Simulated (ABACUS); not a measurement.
# Nb (Fm-3m) in ABACUS: further runs

Runs on Nb. Level: PBE. Tasks: single point.

Everything below comes from runs of ABACUS 3.10.1. Logs are shortened: lines on timing, memory, paths and dates and some standing lists are left out, and cuts for length are marked.

### 1 The undisturbed crystal

Symmetry: Fm-3m, No. 225, cubic system. Conventional cell: a = 4.230 Å, b = 4.230 Å, c = 4.230 Å, α = 90.00°, β = 90.00°, γ = 90.00°. Nb (site symmetry m-3m) has 12 Nb at 2.99 Å as nearest neighbours.

This isn't the form of Nb at room conditions, which is bcc.

### 2 Single point, PBE (cell strained by +0.03 along c)

INPUT

```
INPUT_PARAMETERS
suffix              Nb
calculation         scf
basis_type          lcao
pseudo_dir          ./
orbital_dir         ./
symmetry            1
dft_functional      pbe
ecutwfc             100
pseudo_rcut         7
nspin               1
nbands              11
ks_solver           genelpa
smearing_method     fd
smearing_sigma      0.00367493
scf_thr             1e-07
scf_nmax            100
mixing_type         broyden
mixing_beta         0.7
cal_force           1
cal_stress          1
out_mul             1
out_chg             1
out_pot             2
out_elf             1
```

STRU

```
ATOMIC_SPECIES
Nb 92.9064 Nb.upf

NUMERICAL_ORBITAL
Nb_confined-atom_7au_3s2p2d1f.orb

LATTICE_CONSTANT
1.8897261246

LATTICE_VECTORS
0.0317250000 2.1467250000 2.1150000000
2.1467250000 0.0317250000 2.1150000000
2.1784500000 2.1784500000 0.0000000000

ATOMIC_POSITIONS
Direct

Nb
0.0
1
0.0000000000 0.0000000000 0.0000000000 1 1 1
```

KPT

```
K_POINTS
0
Gamma
8 8 8 0 0 0
```

Potentials or basis: PseudoDojo NC SR 0.4.1 PBE standard, DZP LCAO (the cutoffs set its grid).

On the command line:

```console
OMP_NUM_THREADS=1 mpirun -np 4 abacus > log
```

running log:

```text
ABACUS v3.10.1

               Atomic-orbital Based Ab-initio Computation at UStc

 ------------------------------------------------------------------------------------

 READING GENERAL INFORMATION
                           global_out_dir = OUT.Nb/
                           global_in_card = INPUT
                               pseudo_dir = ./
                              orbital_dir = ./
                                    DSIZE = 4
                                    GSIZE = 1

 READING UNITCELL INFORMATION
                                    ntype = 1
                  lattice constant (Bohr) = 1.88973
              lattice constant (Angstrom) = 1

 READING ATOM TYPE 1
                               atom label = Nb
                      L=0, number of zeta = 3
                      L=1, number of zeta = 2
                      L=2, number of zeta = 2
                      L=3, number of zeta = 1
             number of atom for this type = 1

                        TOTAL ATOM NUMBER = 1
DIRECT COORDINATES
    atom                   x                   y                   z     mag                  vx                  vy                  vz
taud_Nb1            0.0000000000        0.0000000000        0.0000000000  0.0000        0.0000000000        0.0000000000        0.0000000000

                          Volume (Bohr^3) = 131.521
                             Volume (A^3) = 19.4894

 Lattice vectors: (Cartesian coordinate: in unit of a_0)
            +0.031725            +2.14672              +2.115
             +2.14672           +0.031725              +2.115
             +2.17845            +2.17845                  +0
 Reciprocal vectors: (Cartesian coordinate: in unit of 2 pi/a_0)
            -0.236407           +0.236407           +0.236407
            +0.236407           -0.236407           +0.236407
            +0.229521           +0.229521           -0.236407
 The esolver type has been set to : ksdft_lcao

                PAO radial cut off (Bohr) = 7

 Read in pseudopotential file is Nb.upf
                     pseudopotential type = NC
          exchange-correlation functional = PBE
                 nonlocal core correction = 1
                        valence electrons = 13
                                     lmax = 2
                           number of zeta = 4
                     number of projectors = 6
                           L of projector = 0
                           L of projector = 0
                           L of projector = 1
                           L of projector = 1
                           L of projector = 2
[... 190 lines left out ...]
                             glayer_minus = [ 4, 4, 4 ]

Find the coordinate range of the input atom(unit:lat0).
                                  min_tau = [ -17.4, -17.4, -16.9 ]
                                  max_tau = [ 17.4, 17.4, 16.9 ]
                                BoxNumber = [ 9, 9, 9 ]

 SETUP EXTENDED REAL SPACE GRID FOR GRID INTEGRATION
                          real space grid = [ 40, 40, 40 ]
                 big cell numbers in grid = [ 8, 8, 8 ]
             meshcell numbers in big cell = [ 5, 5, 5 ]
                        extended fft grid = [ 13, 13, 12 ]
                dimension of extened grid = [ 35, 35, 33 ]
                            UnitCellTotal = 125
              Atom number in sub-FFT-grid = 1
    Local orbitals number in sub-FFT-grid = 26
                                ParaV.nnr = 15041
                                 init_chg = atomic

 LCAO ALGORITHM --------------- ION=   1  ELEC=   1--------------------------------

 Density error is 0.101551103889
----------------------------------------------------------
     Energy           Rydberg                 eV
----------------------------------------------------------
 E_KohnSham     -124.5202308935      -1694.1846564270
 E_Harris       -126.6516297375      -1723.1838254164
 E_Fermi        1.2880081092         17.5242493551
----------------------------------------------------------
[... 69 lines left out ...]
 Density error is 5.12489932801e-08
----------------------------------------------------------
     Energy           Rydberg                 eV
----------------------------------------------------------
 E_KohnSham     -124.5424219918      -1694.4865818086
 E_KS(sigma->0) -124.5419427808      -1694.4800618086
 E_Harris       -124.5424208325      -1694.4865660358
 E_band         -6.3117825082        -85.8762066476
 E_one_elec     -18.3898978117       -250.2073958775
 E_Hartree      15.8598279347        215.7840292119
 E_xc           -26.0369419807       -354.2507694324
 E_Ewald        -95.9744517121       -1305.7994057106
 E_entropy(-TS) -0.0009584220        -0.0130400000
 E_descf        0.0000000000         0.0000000000
 E_exx          0.0000000000         0.0000000000
 E_Fermi        1.2320664671         16.7631242679
----------------------------------------------------------

 charge density convergence is achieved
 final etot is -1694.4865818 eV
 EFERMI = 16.763124268 eV
The vacuum level is 16.273754638 eV

 STATE ENERGY(eV) AND OCCUPATIONS    NSPIN == 1
 1/95 kpoint (Cartesian) = 0.0000 0.0000 0.0000 (548 pws)
       1       -38.1142     0.00390625
       2       -13.6076     0.00390625
       3       -13.5745     0.00390625
       4       -13.5411     0.00390625
       5        10.6923     0.00390625
       6        16.6157     0.00371183
       7        16.9721    5.88661e-05
       8        17.0461    1.35728e-05
       9        19.2345    1.33597e-24
      10        19.4530    1.68946e-26
      11        28.6331        0.00000
[... 53 lines left out ...]
 6/95 kpoint (Cartesian) = 0.0000 0.0000 0.059102 (550 pws)
       1       -38.0816     0.00781250
       2       -13.7325     0.00781250
       3       -13.6688     0.00781250
       4       -13.5969     0.00781250
       5        11.4168     0.00781250
       6        16.2761     0.00781204
       7        17.0599    2.05838e-05
       8        17.4615    6.70482e-09
       9        18.6683    2.20978e-19
      10        19.4689    2.45916e-26
      11        30.1234        0.00000

[... levels at 89 further k points ...]

 correction force for each atom along direction 1 is 7.64576e-15
 correction force for each atom along direction 2 is 3.23393e-15
 correction force for each atom along direction 3 is 3.43110e-14
------------------------------------------------------------------------------------------
 TOTAL-FORCE (eV/Angstrom)
------------------------------------------------------------------------------------------
                       Nb1         0.0000000000         0.0000000000         0.0000000000
------------------------------------------------------------------------------------------

----------------------------------------------------------------
 TOTAL-STRESS (KBAR)
----------------------------------------------------------------
       -45.5801364750        11.0211953951         0.0000000000
        11.0211953951       -45.5801364750        -0.0000000000
         0.0000000000        -0.0000000000       -80.8868217884
----------------------------------------------------------------
 TOTAL-PRESSURE: -57.349032 KBAR

 --------------------------------------------
 !FINAL_ETOT_IS -1694.4865818086364015 eV
 --------------------------------------------
```

stdout:

```text
ABACUS v3.10.1

               Atomic-orbital Based Ab-initio Computation at UStc

%%%%%%%%%%%%%%%%%%%%%%%%%%%%%%%%%%%%%%%%%%%%%%%%%%%%%%%%%%%%%%%%%%%%%%%%%%%%%%%%%%%%%%%%%%%%%%%%%%%%%%%%%
 Warning: the number of valence electrons in pseudopotential > 5 for Nb: [Kr] 4d4 5s1
[... 33 lines left out ...]
 TOTAL-STRESS (KBAR)
----------------------------------------------------------------
       -45.5801364750        11.0211953951         0.0000000000
        11.0211953951       -45.5801364750        -0.0000000000
         0.0000000000        -0.0000000000       -80.8868217884
----------------------------------------------------------------
 TOTAL-PRESSURE: -57.349032 KBAR
```

mulliken.txt:

```text
 0
CALCULATE THE MULLIkEN ANALYSIS FOR EACH ATOM
 Total charge:	13
Decomposed Mulliken populations
0                             Zeta of Nb              Spin 1
s                                      0              1.9859
[... 26 lines left out ...]
SUM OVER M+Zeta                                       3.6298

fz^3                                   0              0.0166
fxz^2                                  0              0.0091
fyz^2                                  0              0.0114
fzx^2-zy^2                             0              0.0062
fxyz                                   0              0.0266
fx^3-3*xy^2                            0              0.0098
f3yx^2-y^3                             0              0.0163
SUM OVER M                                            0.0959
SUM OVER M+Zeta                                       0.0959

SUM OVER M+Zeta+L                                    13.0000

Total Charge on atom:                 Nb             13.0000
```

Run time: 5.9 s. Hardware: 4 MPI ranks of Intel Xeon Platinum 8259CL at 2.50GHz (Skylake/Cascade Lake), shared host; peak memory 0.36 GiB.

Results:

```
Free energy            : -1694.4866 eV
Pressure               : -5.7 GPa
Band gap on the k mesh : none (metal or under the smearing width)
```

Levels at points of the mesh, in eV from the Fermi level:
| k point | band 2 | band 3 | band 4 | band 5 | band 6 | band 7 | band 8 | band 9 | band 10 | band 11 |
| --- | --- | --- | --- | --- | --- | --- | --- | --- | --- | --- |
| (0.00, 0.00, 0.00) | -30.37 | -30.34 | -30.30 | -6.07 | -0.15 | 0.21 | 0.28 | 2.47 | 2.69 | 11.87 |
| (0.50, 0.00, 0.00) | -31.40 | -30.52 | -30.48 | -3.70 | -0.35 | 0.16 | 1.41 | 4.40 | 4.53 | 10.21 |
| (0.50, 0.50, 0.00) | -31.32 | -30.78 | -30.68 | -3.87 | -3.18 | 3.56 | 4.39 | 4.96 | 4.96 | 10.46 |
| (0.50, 0.50, 0.50) | -31.38 | -30.45 | -30.45 | -3.70 | -0.08 | 0.07 | 1.14 | 4.20 | 4.54 | 9.88 |
| (0.50, 0.00, 0.50) | -31.32 | -30.72 | -30.69 | -3.87 | -3.14 | 3.31 | 4.35 | 4.91 | 5.02 | 10.98 |

Caveat: the atomic orbitals were generated for these runs and aren't a published set; the basis of atomic orbitals isn't converged, which shifts pressures, moduli and gaps.

### 3 Single point, PBE (cell strained by +0.06 along c)

Changes to INPUT since step 2:

```diff
@@ -22,4 +22 @@
 out_mul             1
-out_chg             1
-out_pot             2
-out_elf             1
```

STRU

```
ATOMIC_SPECIES
Nb 92.9064 Nb.upf

NUMERICAL_ORBITAL
Nb_confined-atom_7au_3s2p2d1f.orb

LATTICE_CONSTANT
1.8897261246

LATTICE_VECTORS
0.0634500000 2.1784500000 2.1150000000
2.1784500000 0.0634500000 2.1150000000
2.2419000000 2.2419000000 0.0000000000

ATOMIC_POSITIONS
Direct

Nb
0.0
1
0.0000000000 0.0000000000 0.0000000000 1 1 1
```

KPT is that of step 2.

Potentials or basis: PseudoDojo NC SR 0.4.1 PBE standard, DZP LCAO (the cutoffs set its grid).

On the command line:

```console
OMP_NUM_THREADS=1 mpirun -np 4 abacus > log
```

Wall time 5.2 s (4 MPI ranks of Intel Xeon Platinum 8259CL at 2.50GHz (Skylake/Cascade Lake), shared host); peak memory 0.4 GiB.

The run converged. Its results:

```yaml
Free_energy: -1694.4708 eV
Pressure: -9.7 GPa
Band_gap_on_the_k_mesh: none (metal or under the smearing width)
```

Stress tensor (GPa, compression positive):
```
 -7.57   2.11   0.00
  2.11  -7.57   0.00
  0.00   0.00 -13.98
```

Levels at points of the mesh, in eV from the Fermi level:
```tsv
k point	band 4	band 5	band 6	band 7	band 8	band 9
(0.00, 0.00, 0.00)	-30.34	-5.97	-0.33	0.29	0.47	2.34
(0.50, 0.00, 0.00)	-30.52	-3.56	-0.55	0.40	1.48	4.26
(0.50, 0.50, 0.00)	-30.68	-3.69	-3.04	3.60	4.27	4.80
(0.50, 0.50, 0.50)	-30.48	-3.58	-0.06	0.23	0.98	3.86
(0.50, 0.00, 0.50)	-30.69	-3.69	-2.97	3.12	4.10	4.78
```

Caveat: the atomic orbitals were generated for these runs and aren't a published set; the basis of atomic orbitals isn't converged, which shifts pressures, moduli and gaps.
